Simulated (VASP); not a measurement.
# Cu (Fm-3m) in VASP: a series of runs, part 2 of 2

VASP 6.6.1. Earlier steps stand in the parts before.

### Step 3. Single point, PBE

Input file INCAR:

```
SYSTEM = Cu
  PREC = Accurate
  ENCUT = 460
  EDIFF = 1E-4
  ISMEAR = 1
  SIGMA = 0.1
  LREAL = .False.
  LASPH = .True.
  NELM = 100
  ALGO = Normal
  ISIF = 2
  LWAVE = .False.
  LCHARG = .False.
  GGA = PE
  NBANDS = 12
  ADDGRID = .False.
```

Input file KPOINTS:

```
regular mesh
0
Gamma
  11 11 11
  0 0 0
```

Input file POSCAR:

```
Cu
1.0
   -0.0335610000      1.7894160000      1.7776830000
    1.7981850000     -0.0227470000      1.7668690000
    1.8176490000      1.7980650000     -0.0422110000
Cu
1
Direct
    0.0167750000     -0.0332640000      0.0016970000
```

Potentials or basis: VASP PAW PBE potentials, release 64 (Cu).

Run with:

```
> cat potpaw_PBE.64/Cu/POTCAR > POTCAR
> mpirun -np 1 vasp_std > vasp.out
```

OUTCAR:

```text
SYSTEM = Cu
   PREC = Accurate
   ENCUT = 460
   EDIFF = 1E-4
   ISMEAR = 1
   LREAL = .False.
   LASPH = .True.
   NELM = 100
   ISIF = 2
   GGA = PE

 Found    666 irreducible k-points:

 Following reciprocal coordinates:
            Coordinates               Weight
  0.000000  0.000000  0.000000      1.000000
  0.090909 -0.000000 -0.000000      2.000000
  0.181818 -0.000000 -0.000000      2.000000
  0.272727 -0.000000 -0.000000      2.000000
  0.363636 -0.000000 -0.000000      2.000000
  0.454545  0.000000 -0.000000      2.000000
   k-points           NKPTS =    666   k-points in BZ     NKDIM =    666   number of bands    NBANDS=     12
   number of dos      NEDOS =    301   number of ions     NIONS =      1
   total plane-waves  NPLWV =   5832
   dimension x,y,z NGX =    18 NGY =   18 NGZ =   18
   dimension x,y,z NGXF=    36 NGYF=   36 NGZF=   36
   ions per type =               1
   NGX,Y,Z   is equivalent  to a cutoff of  11.86, 11.87, 11.70 a.u.
   NGXF,Y,Z  is equivalent  to a cutoff of  23.73, 23.74, 23.41 a.u.
 SYSTEM =  Cu
   PREC   = accura    normal or accurate (medium, high low for compatibility)
   ISTART =      0    job   : 0-new  1-cont  2-samecut
   ICHARG =      2    charge: 1-file 2-atom 10-const
   ISPIN  =      1    spin polarized calculation?
   LNONCOLLINEAR =      F non collinear calculations
   LSORBIT =      F    spin-orbit coupling
   LASPH  =      T    aspherical Exc in radial PAW
   ENCUT  =  460.0 eV  33.81 Ry    5.81 a.u.   4.41  4.41  4.47*2*pi/ulx,y,z
   NELM   =    100;   NELMIN=  2; NELMDL= -5     # of ELM steps
   EDIFF  = 0.1E-03   stopping-criterion for ELM
   LREAL  =      F    real-space projection
   EDIFFG = 0.1E-02   stopping-criterion for IOM
   NSW    =      0    number of steps for IOM
   IBRION =     -1    ionic relax: 0-MD 1-quasi-New 2-CG
   NFREE  =      0    steps in history (QN), initial steepest desc. (CG)
   ISIF   =      2    stress and relaxation
   ISYM   =      2    0-nonsym 1-usesym 2-fastsym
   POTIM  = 0.5000    time-step for ionic-motion
   TEBEG  =    0.0;   TEEND  =   0.0 temperature during run
   PSTRESS=    0.0 pullay stress
   NELECT =      11.0000    total number of electrons
   NUPDOWN=      -1.0000    fix difference up-down
   EMIN   =  10.00;   EMAX   =-10.00  energy-range for DOS
   EFERMI =   0.00;   METHOD = LEGACY
   ISMEAR =     1;   SIGMA  =   0.10  broadening in eV -4-tet -1-fermi 0-gaus
   EFERMI_NEDOS =   21; number of points for ismear=-14 and -15
   IALGO  =     38    algorithm
[... 17 lines left out ...]
 maximum number of plane-waves:       279
 NGX is ok and might be reduce to    18
   NGX =  9   NGY =  9   NGZ =  9

 number of electron      11.0000003 magnetization

 Free energy of the ion-electron system (eV)
  ---------------------------------------------------
  ext. energy  EPLUGINS =         0.00000000
  ---------------------------------------------------
  free energy    TOTEN  =        -3.72638675 eV

  energy without entropy =       -3.72644351  energy(sigma->0) =       -3.72640567

 E-fermi :   7.6872     XC(G=0): -12.7260

 val. band max:        7.6842697829   @ k =  -0.0000   0.4545   0.3636
 cond. band min:       7.6877313216   @ k =   0.4545   0.4545   0.1818
 fundamental gap:      0.0034615387
 Fermi energy:         7.6871594721

 k-point     1 :       0.0000    0.0000    0.0000
  band No.  band energies     occupation
      1      -1.7664      2.00000
      2       4.4559      2.00000
      3       4.5239      2.00000
      4       4.6624      2.00000
      5       5.3422      2.00000
      6       5.4135      2.00000
      7      30.0386      0.00000
      8      32.1013      0.00000
      9      32.6966      0.00000
     10      33.8684      0.00000
     11      34.6729      0.00000
     12      35.1689      0.00000
[... 61 lines left out ...]
 k-point     6 :       0.4545    0.0000   -0.0000
  band No.  band energies     occupation
      1       2.4388      2.00000
      2       4.4579      2.00000
      3       4.6135      2.00000
      4       5.8569      2.00000
      5       5.9557      2.00000
      6       6.1409      2.00000
      7      11.7540      0.00000
      8      28.7611      0.00000
      9      29.7729      0.00000
     10      30.1423      0.00000
     11      32.7493      0.00000
     12      33.1775      0.00000

 [... further k-points ...]

------------------------ aborting loop because EDIFF is reached ----------------------------------------

  FORCE on cell =-STRESS in cart. coord.  units (eV):
  Direction    XX          YY          ZZ          XY          YZ          ZX
  --------------------------------------------------------------------------------------
  -------------------------------------------------------------------------------------
  Total        0.0819509      0.0624983      0.1167097      0.0374763      0.1238204      0.2102555
  in kB       11.1173024      8.4783997     15.8326188      5.0839606     16.7972403     28.5228595
  external PRESSURE =      11.8094403 kB  Pullay stress =       0.0000000 kB

 VOLUME and BASIS-vectors are now :
 -----------------------------------------------------------------------------
  energy-cutoff  :      460.00
  volume of cell :       11.81
      direct lattice vectors                 reciprocal lattice vectors
    -0.033561000  1.789416000  1.777683000    -0.268914128  0.278352052  0.277263920
     1.798185000 -0.022747000  1.766869000     0.277037260 -0.273469598  0.280504747
     1.817649000  1.798065000 -0.042211000     0.271125354  0.275680674 -0.272381618

 POSITION                                       TOTAL-FORCE (eV/Angst)
 -----------------------------------------------------------------------------------
      1.74089      0.01108      1.73784         0.000000      0.000000     -0.000000
 -----------------------------------------------------------------------------------
    total drift:                                0.000079     -0.000020     -0.000039

  FREE ENERGIE OF THE ION-ELECTRON SYSTEM (eV)
  ---------------------------------------------------
  free  energy   TOTEN  =        -3.7263867497 eV

  energy  without entropy=       -3.7264435054  energy(sigma->0) =       -3.72640567
```

OSZICAR:

```text
N       E                     dE             d eps       ncg     rms          rms(c)
DAV:   1     0.406481673329E+02    0.40648E+02   -0.49594E+03 17636   0.141E+03
DAV:   2    -0.342784680978E+01   -0.44076E+02   -0.40706E+02 16428   0.195E+02
DAV:   3    -0.462264310643E+01   -0.11948E+01   -0.11878E+01 18680   0.374E+01
DAV:   4    -0.463009638203E+01   -0.74533E-02   -0.74524E-02 18048   0.260E+00
DAV:   5    -0.463016593128E+01   -0.69549E-04   -0.69550E-04 18896   0.256E-01    0.769E+00
DAV:   6    -0.410630072116E+01    0.52387E+00   -0.14530E+01 19076   0.714E+01    0.393E+00
DAV:   7    -0.373885428301E+01    0.36745E+00   -0.22866E+00 19060   0.283E+01    0.578E-01
DAV:   8    -0.372799755347E+01    0.10857E-01   -0.43530E-03 18384   0.952E-01    0.302E-01
DAV:   9    -0.372638430453E+01    0.16132E-02   -0.97735E-03 19740   0.170E+00    0.278E-02
DAV:  10    -0.372638674974E+01   -0.24452E-05   -0.21816E-05  9952   0.805E-02
   1 F= -.37263867E+01 E0= -.37264057E+01  d E =0.567556E-04
```

stdout:

```text
POSCAR found type information on POSCAR Cu
 POSCAR found :  1 types and       1 ions
 scaLAPACK will be used
 LDA part: xc-table for (Slater+PW92), standard interpolation
 POSCAR, INCAR and KPOINTS ok, starting setup
 FFT: planning ... GRIDC
 FFT: planning ... GRID_SOFT
 FFT: planning ... GRID
 WAVECAR not read
 entering main loop
```

It took 30 s on 1 thread of AMD EPYC 9R45 (Zen 5), shared host; peak memory 0.15 GiB.

These settings aren't checked as converged: the numbers below hold their error.

Results:

| Item | Value |
| --- | --- |
| Free energy | -3.7264 eV |
| Pressure | 1.2 GPa |
| Band gap on the k mesh | none (metal or under the smearing width) |

### Step 4. Single point, PBE

Edit INCAR of step 3 so:

```diff
@@ -3,3 +3,3 @@
   ENCUT = 460
-  EDIFF = 1E-4
+  EDIFF = 1E-5
   ISMEAR = 1
```

KPOINTS is that of step 3.

Input file POSCAR:

```
Cu
1.0
    0.0000000000      1.8075000000      1.8075000000
    1.8075000000      0.0000000000      1.8075000000
    1.8075000000      1.8075000000      0.0000000000
Cu
1
Direct
    0.0000000000      0.0000000000      0.0000000000
```

Run with:

```
> cat potpaw_PBE.64/Cu/POTCAR > POTCAR
> mpirun -np 1 vasp_std > vasp.out
```

Wall time 3.5 s (1 thread of AMD EPYC 9R45 (Zen 5), shared host); peak memory 0.09 GiB.

These settings aren't checked as converged: the numbers below hold their error.

Results:

```yaml
Free_energy: -3.7313 eV
Pressure: 0.9 GPa
Band_gap_on_the_k_mesh: none (metal or under the smearing width)
```

### Step 5. Single point, PBE

INCAR is that of step 4.

KPOINTS is that of step 4.

Input file POSCAR:

```
Cu
1.0
   -0.0335610000      1.7894160000      1.7776830000
    1.7981850000     -0.0227470000      1.7668690000
    1.8176490000      1.7980650000     -0.0422110000
Cu
1
Direct
    0.0167750000     -0.0332640000      0.0016970000
```

Potentials or basis: VASP PAW PBE potentials, release 64 (Cu).

Run with:

```
> cat potpaw_PBE.64/Cu/POTCAR > POTCAR
> mpirun -np 1 vasp_std > vasp.out
```

OUTCAR:

```text
SYSTEM = Cu
   PREC = Accurate
   ENCUT = 460
   EDIFF = 1E-5
   ISMEAR = 1
   LREAL = .False.
   LASPH = .True.
   NELM = 100
   ISIF = 2
   GGA = PE

 Found    666 irreducible k-points:

 Following reciprocal coordinates:
            Coordinates               Weight
  0.000000  0.000000  0.000000      1.000000
  0.090909 -0.000000 -0.000000      2.000000
  0.181818 -0.000000 -0.000000      2.000000
  0.272727 -0.000000 -0.000000      2.000000
  0.363636 -0.000000 -0.000000      2.000000
  0.454545  0.000000 -0.000000      2.000000
   k-points           NKPTS =    666   k-points in BZ     NKDIM =    666   number of bands    NBANDS=     12
   number of dos      NEDOS =    301   number of ions     NIONS =      1
   total plane-waves  NPLWV =   5832
   dimension x,y,z NGX =    18 NGY =   18 NGZ =   18
   dimension x,y,z NGXF=    36 NGYF=   36 NGZF=   36
   ions per type =               1
   NGX,Y,Z   is equivalent  to a cutoff of  11.86, 11.87, 11.70 a.u.
   NGXF,Y,Z  is equivalent  to a cutoff of  23.73, 23.74, 23.41 a.u.
 SYSTEM =  Cu
   PREC   = accura    normal or accurate (medium, high low for compatibility)
   ISTART =      0    job   : 0-new  1-cont  2-samecut
   ICHARG =      2    charge: 1-file 2-atom 10-const
   ISPIN  =      1    spin polarized calculation?
   LNONCOLLINEAR =      F non collinear calculations
   LSORBIT =      F    spin-orbit coupling
[... 68 lines left out ...]
      7      30.0386      0.00000
      8      32.1013      0.00000
      9      32.6966      0.00000
     10      33.8684      0.00000
     11      34.6729      0.00000
     12      35.1689      0.00000
[... 61 lines left out ...]
 k-point     6 :       0.4545    0.0000   -0.0000
  band No.  band energies     occupation
      1       2.4388      2.00000
      2       4.4579      2.00000
      3       4.6135      2.00000
      4       5.8569      2.00000
      5       5.9557      2.00000
      6       6.1409      2.00000
      7      11.7540      0.00000
      8      28.7611      0.00000
      9      29.7729      0.00000
     10      30.1423      0.00000
     11      32.7493      0.00000
     12      33.1775      0.00000

 [... further k-points ...]

------------------------ aborting loop because EDIFF is reached ----------------------------------------

  FORCE on cell =-STRESS in cart. coord.  units (eV):
  Direction    XX          YY          ZZ          XY          YZ          ZX
  --------------------------------------------------------------------------------------
  -------------------------------------------------------------------------------------
  Total        0.0980588      0.0785190      0.1327078      0.0374668      0.1238246      0.2103562
  in kB       13.3024721     10.6517377     18.0028938      5.0826739     16.7978038     28.5365251
  external PRESSURE =      13.9857012 kB  Pullay stress =       0.0000000 kB

 VOLUME and BASIS-vectors are now :
 -----------------------------------------------------------------------------
  energy-cutoff  :      460.00
  volume of cell :       11.81
      direct lattice vectors                 reciprocal lattice vectors
    -0.033561000  1.789416000  1.777683000    -0.268914128  0.278352052  0.277263920
     1.798185000 -0.022747000  1.766869000     0.277037260 -0.273469598  0.280504747
     1.817649000  1.798065000 -0.042211000     0.271125354  0.275680674 -0.272381618

 POSITION                                       TOTAL-FORCE (eV/Angst)
 -----------------------------------------------------------------------------------
      1.74089      0.01108      1.73784        -0.000000      0.000000      0.000000
 -----------------------------------------------------------------------------------
    total drift:                                0.000079     -0.000020     -0.000039

  FREE ENERGIE OF THE ION-ELECTRON SYSTEM (eV)
  ---------------------------------------------------
  free  energy   TOTEN  =        -3.7263873532 eV

  energy  without entropy=       -3.7264441087  energy(sigma->0) =       -3.72640627
```

stdout:

```text
POSCAR found type information on POSCAR Cu
 POSCAR found :  1 types and       1 ions
 scaLAPACK will be used
 LDA part: xc-table for (Slater+PW92), standard interpolation
 POSCAR, INCAR and KPOINTS ok, starting setup
 FFT: planning ... GRIDC
 FFT: planning ... GRID_SOFT
 FFT: planning ... GRID
 WAVECAR not read
 entering main loop
```

Run time: 30 s. Hardware: 1 thread of AMD EPYC 9R45 (Zen 5), shared host; peak memory 0.15 GiB.

These settings aren't checked as converged: the numbers below hold their error.

What came out:

| Item | Value |
| --- | --- |
| Free energy | -3.7264 eV |
| Pressure | 1.4 GPa |
| Band gap on the k mesh | none (metal or under the smearing width) |
